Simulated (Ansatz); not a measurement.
# Li on Nb(100): change of the work function, part 5 of 5

Aim: the work function of Nb(100) at several coverages of Li (hollow site), and the dipole that each adsorbate carries.

Ansatz 0.2.0; plane-wave DFT, PBE-D3(BJ), Ansatz PAW.

So far, work function, upper face (eV): step 2 (the clean slab) 3.59; step 4 (adsorbate added, k-mesh 5×5×1, coverage 0.5 ML) 2.90; step 5 (the covered slab, k-mesh 9×9×1, coverage 1 ML) 3.12; step 7 (the slab at 0.25 ML, atoms frozen) 3.21; step 8 (the substrate of the 0.25 ML cell alone) 3.61.

## 12. Varying the input

System of this step: Nb(100). The cell holds 5 atoms: 5 Nb. Cell: a = 3.300 Å, b = 3.300 Å, c = 24.600 Å, α = 90.0°, β = 90.0°, γ = 90.0°. Vacuum lies along c.

An input spoilt on purpose, to show how the run answers: it repeats the earlier run at 0 ML with efield.amplitude to 3.0, and scf.max_iter set to 50.

File input.yaml:

```yaml
crystal:
  lattice:
    - [3.3, 0.0, 0.0]
    - [0.0, 3.3, 0.0]
    - [0.0, 0.0, 24.6]
  atoms:
    - { symbol: Nb, position: [0.0, 0.0, 0.3658536585] }
    - { symbol: Nb, position: [0.5, 0.5, 0.4329268293] }
    - { symbol: Nb, position: [0.0, 0.0, 0.5] }
    - { symbol: Nb, position: [0.5, 0.5, 0.5670731707] }
    - { symbol: Nb, position: [0.0, 0.0, 0.6341463415] }
kpoints:
  mp_grid: { grid: [9, 9, 1] }
hamiltonian:
  xc: pbe
  dispersion: d3bj
scf:
  occupations: { method: fermi_dirac, width: 0.1 }
  convergence: { dr2_threshold: 1.0e-08 }
  max_iter: 50
efield:
  axis: 3
  dipole_correction: true
  ramp_position: 0.97
  ramp_width: 0.06
  amplitude: 3.0
relax:
  f_tol: 0.02
  max_steps: 60
  constraints: [{ sites: [0, 1] }]
output:
  write_potential: true
  write_density: true
  volumetric_format: npy
```

Launch:

```sh
$ ansatz run input.yaml --threads 4 --pin off --max-ram 12288MiB --backend cpu --events-out ev --progress --plain --runs-dir out
```

Numbers of over 12 decimals in the logs are rounded to 6 here.

What it wrote:

```text
[...]
Crystal: 5 atoms, lattice volume = 267.894 Å³
Basis set: ecut = 420 eV, 5307 PW (Γ), exchange–correlation on 48×48×360 points (8 copies of the dense FFT grid, shifted against one another)
Bands: 39, of which v1, the nominal top of the filled ones, is band 33 counted from 1 (32 counted from 0)
Symmetry: 8 space group operations
k-points: 15 of 81
[...]
SCF iter   1: F=—  HF=-22772.841813 eV  |F-HF|=—  |Δ(HF+E_count)|=         —  Δρ=6.55e-2  dr2=1.18e2  ethr=3.10e-3  p=2.078 e·Å  D=1.40e0 V/Å  ΔV_dip=-34.53 eV  dr2_dipole=7.75e0  V_vac-E_F(+/−)=24.74/4.42 eV  ⟨swp⟩=10.1  Hψ=3307  notcnv=0
[...]
SCF iter  15: F=-22763.652189 eV  HF=-22763.652189 eV  |F-HF|=6.09e-9  |Δ(HF+E_count)|=   2.50e-9  Δρ=6.87e-7  dr2=2.94e-9  ethr=1.54e-11  p=2.009 e·Å  D=1.36e0 V/Å  ΔV_dip=-33.38 eV  dr2_dipole=8.57e-11  V_vac-E_F(+/−)=21.27/0.30 eV  ⟨swp⟩=17.6  Hψ=6594  notcnv=0
WARN: efield: at this solve's end the planar-averaged density reaches 3.28e-3 e/Å³ inside the ramp window [0.9293, 0.2101] (bound 1e-5 e/Å³); the window's nearer edge stands 3.83 Å from this solve's nearest atom along the axis. Its free energy, forces, stress, dipole, levels and responses can be off, and this figure does not tell by how much. The cell may have no vacuum along `efield.axis`. A short vacuum, a low `basis.ecutwfc` or `basis.ecutrho_ratio` and negative occupations (`scf.occupations.method`) can put density there. See the manual's quickstart, § The vacuum guard
SCF 1 converged in 15 iterations: F = -22763.652189 eV  dr2 = 2.94e-9
[...]
relax step   1: F+E_penalty+E_count = -22763.65218857 eV  Δ(F+E_penalty+E_count) = +0.000e0 eV  max|allowed force component| = 1.130e0 eV/Å  Δτ_max = 0.0000 Å  (15 SCF iters, accepted)
[...]
SCF iter   1: F=—  HF=-22763.848179 eV  |F-HF|=—  |Δ(HF+E_count)|=         —  Δρ=1.49e-2  dr2=4.89e0  ethr=3.10e-3  p=2.009 e·Å  D=1.36e0 V/Å  ΔV_dip=-33.39 eV  dr2_dipole=1.28e0  V_vac-E_F(+/−)=21.36/0.39 eV  ⟨swp⟩=11.1  Hψ=2336  notcnv=1
[...]
SCF iter  10: F=-22763.657885 eV  HF=-22763.657885 eV  |F-HF|=1.04e-9  |Δ(HF+E_count)|=   1.23e-8  Δρ=7.09e-7  dr2=2.91e-9  ethr=1.54e-11  p=1.960 e·Å  D=1.32e0 V/Å  ΔV_dip=-32.56 eV  dr2_dipole=6.10e-11  V_vac-E_F(+/−)=22.08/0.29 eV  ⟨swp⟩=12.7  Hψ=4850  notcnv=0
[...]
SCF 2 converged in 10 iterations: F = -22763.657885 eV  dr2 = 2.91e-9
relax step   2: F+E_penalty+E_count = -22763.65788547 eV  Δ(F+E_penalty+E_count) = -5.697e-3 eV  max|allowed force component| = 1.455e0 eV/Å  Δτ_max = 0.1948 Å  (10 SCF iters, accepted)
SCF iter   1: F=—  HF=-22763.889932 eV  |F-HF|=—  |Δ(HF+E_count)|=         —  Δρ=1.14e-2  dr2=4.48e0  ethr=3.10e-3  p=1.960 e·Å  D=1.32e0 V/Å  ΔV_dip=-32.56 eV  dr2_dipole=1.18e0  V_vac-E_F(+/−)=22.04/0.25 eV  ⟨swp⟩=6.3  Hψ=1447  notcnv=0
[...]
SCF iter   9: F=-22763.762890 eV  HF=-22763.762890 eV  |F-HF|=7.18e-9  |Δ(HF+E_count)|=   6.20e-9  Δρ=4.60e-7  dr2=8.88e-10  ethr=1.54e-11  p=1.974 e·Å  D=1.33e0 V/Å  ΔV_dip=-32.80 eV  dr2_dipole=9.91e-11  V_vac-E_F(+/−)=21.85/0.29 eV  ⟨swp⟩=13.5  Hψ=5381  notcnv=0
[...]
SCF 3 converged in 9 iterations: F = -22763.762890 eV  dr2 = 8.88e-10
relax step   3: F+E_penalty+E_count = -22763.76289042 eV  Δ(F+E_penalty+E_count) = -1.050e-1 eV  max|allowed force component| = 1.216e-1 eV/Å  Δτ_max = 0.1307 Å  (9 SCF iters, accepted)
[...]
relax step   4: F+E_penalty+E_count = -22763.76370631 eV  Δ(F+E_penalty+E_count) = -8.159e-4 eV  max|allowed force component| = 3.879e-2 eV/Å  Δτ_max = 0.0338 Å  (8 SCF iters, accepted)
SCF iter   1: F=—  HF=-22763.764856 eV  |F-HF|=—  |Δ(HF+E_count)|=         —  Δρ=1.10e-3  dr2=2.00e-2  ethr=4.96e-4  p=1.979 e·Å  D=1.34e0 V/Å  ΔV_dip=-32.89 eV  dr2_dipole=2.16e-3  V_vac-E_F(+/−)=21.76/0.29 eV  ⟨swp⟩=2.5  Hψ=875  notcnv=0
[...]
SCF iter   7: F=-22763.764166 eV  HF=-22763.764166 eV  |F-HF|=6.61e-9  |Δ(HF+E_count)|=   2.38e-8  Δρ=9.85e-7  dr2=3.79e-9  ethr=1.54e-11  p=1.976 e·Å  D=1.34e0 V/Å  ΔV_dip=-32.84 eV  dr2_dipole=5.62e-11  V_vac-E_F(+/−)=21.81/0.29 eV  ⟨swp⟩=13.7  Hψ=5590  notcnv=0
[...]
SCF 5 converged in 7 iterations: F = -22763.764166 eV  dr2 = 3.79e-9
relax step   5: F+E_penalty+E_count = -22763.76416591 eV  Δ(F+E_penalty+E_count) = -4.596e-4 eV  max|allowed force component| = 4.339e-3 eV/Å  Δτ_max = 0.0135 Å  (7 SCF iters, accepted)
[...]
the search or the solves at the SCF's close seem to have found levels that the self-consistency loop had missed (the run counts 1). By its estimate they hold 1.01e-10 electrons. The energies and the density leave them out; if the run goes on with those levels, later outputs use occupations computed again with them
[...]
SCF converged after 7 iterations
Free energy (F): -22763.764166 eV
[...]
Internal energy: -22763.561569 eV  (E = F + TS)
E sigma→0 (E₀):  -22763.662868 eV
Entropy (-TS):   -0.202597 eV (-40.519 meV/atom)
Fermi energy:    2.647335 eV
Dipole field:    D = 1.335013 V/Å  (p = 1.976454 e·Å, saw-weighted, corrected)
Work function:   not extracted (applied field tilts the vacuum); planar V_es + V_field profile in the machine report
[...]
Vacuum region:   at the solve's end the planar-averaged density reaches 3.26e-3 e/Å³ inside the ramp window [0.9293, 0.2101] (bound 1e-5 e/Å³)
[...]
--- Forces (eV/Å), atoms counted from 1 ---
  atom   1  Nb     0.00000000     0.00000000     1.18193840
  atom   2  Nb     0.00000000     0.00000000    -1.04655806
  atom   3  Nb    -0.00000000     0.00000000     0.00433932
  atom   4  Nb     0.00000000     0.00000000    -0.00308431
  atom   5  Nb    -0.00000000     0.00000000    -0.00237945
  max |Σ_I F_I| component: 1.34e-1 eV/Å
--- Band table (eV; the first three rows and the last of 15) ---
  k-point 0: bands = [... 29 lower, 2.8310, 2.8310, 2.9144, 3.0086, 3.0086, 3.4252, 3.5204, 3.5204, ... 2 higher]
  k-point 1: bands = [... 29 lower, 2.4099, 2.5503, 2.6145, 3.0214, 3.0498, 3.1035, 3.1574, 3.8466, ... 2 higher]
  k-point 2: bands = [... 29 lower, 1.9685, 2.0792, 2.4398, 2.6161, 2.8763, 2.9433, 3.3234, 4.1201, ... 2 higher]
  k-point 14: bands = [... 29 lower, 1.6059, 1.6082, 2.6340, 2.7393, 4.5409, 4.5503, 4.7541, 4.8434, ... 2 higher]
--- Relaxed structure (5 steps of the walk, 5 accepted, 0 SCFs on fresh bases) ---
  F+E_penalty+E_count = -22763.76416591 eV   max|allowed force component| = 4.339e-3 eV/Å
  atoms:
    - { symbol: Nb, position: [0.0, 0.0, 0.365854] }
    - { symbol: Nb, position: [0.5, 0.5, 0.432927] }
    - { symbol: Nb, position: [0, 0.0, 0.499855] }
    - { symbol: Nb, position: [0.5, 0.5, 0.568559] }
    - { symbol: Nb, position: [0, 0.0, 0.628061] }
```

It took 32 s on 4 threads of Arm Neoverse V1, shared host; peak memory 0.57 GiB.

| quantity | this run | earlier run | difference |
| --- | --- | --- | --- |
| dipole along the normal (e·Å) | 1.976 | 0.008035 | 2.0 |

The applied field differs between the two, so the dipoles differ in any case.

In so strong a field the program warns of density in the ramp of the sawtooth; these numbers are not the system's.

## 13. Outcome

| Quantity | Value |
| --- | --- |
| work function of the clean face | 3.59 eV |
| work function at 0.25 ML | 3.21 eV |
| work function at 0.5 ML | 2.90 eV |
| work function at 1 ML | 3.12 eV |
| dipole per adsorbate at 0.25 ML, positive end outwards | 0.43 D |
| step of the potential from the moved charge at 0.25 ML, upper less lower side, atoms held | -0.400 eV |

In words: Li lowers the work function of Nb(100) at the lowest coverage, by 0.38 eV: the adsorbate layer has its positive end outwards. The dipole per adsorbate falls from 0.43 to 0.13 D as the layer fills. Neighbouring dipoles depolarise each other, and heights and bonding change with coverage too. The work function passes a minimum near 0.5 ML among the coverages run and rises again. The slab has 5 layers, at the tabulated experimental lattice constant, one starting site was run, and quantum-size effects of a slab this thin can reach one or two tenths of an eV.

[Logs are printed without paths, hosts, clocks, repeated set-up lines and the standing remarks that a program may print on its own settings, such as how far it seeks lower states.]

[Hosts, paths, dates, database ids (printed as entryN), source tags and the programs' standing remarks are cut or masked in the printed files.]

[Maps of the electrostatic potential energy from Ansatz leave out the sawtooth potential of an applied field or a dipole correction, so their vacuum need not be flat; planar profiles and work functions include it.]
